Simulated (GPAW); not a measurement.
Crystal: I.

```
I
1.0
     3.63503   -2.39502    0.00000
     3.63503    2.39502    0.00000
     0.00000    0.00000    9.79344
I
4
Direct
  0.64930 0.35070 0.38440
  0.14930 0.85070 0.11560
  0.35070 0.64930 0.61560
  0.85070 0.14930 0.88440
```

Base run:

```yaml
Program: GPAW 26.7.0
Functional: PBEsol
Potentials_or_basis: PAW data sets generated in the run's folder for this functional
Cutoff: 600 eV
Basis: pw
k_mesh: 6 × 6 × 3
Occupations: fermi-dirac, width 0.05 eV
Spin: no spin polarisation
```

Its results: band gap on the k mesh 1.25 eV, indirect (least direct gap 1.34 eV); pressure 0.3 GPa; largest force 0.911 eV/Å.

**Question.** After a change of settings the same cell gave: band gap on the k mesh 1.20 eV, indirect (least direct gap 1.29 eV); pressure -0.6 GPa; largest force 0.884 eV/Å. Which change was it?
A. functional from PBEsol to LDA; potentials or basis from PAW data sets generated in the run's folder for this functional to the program's PAW data sets (release 1.2.1) made for this functional
B. functional from PBEsol to r2SCAN; potentials or basis from PAW data sets generated in the run's folder for this functional to GPAW PAW data sets (gpaw-data 1.2.1)
C. functional from PBEsol to PBE; potentials or basis from PAW data sets generated in the run's folder for this functional to GPAW PAW data sets (gpaw-data 1.2.1)

**Answer.** A.

Caveats: spin-orbit coupling is left out, which moves the levels of the heavy elements.
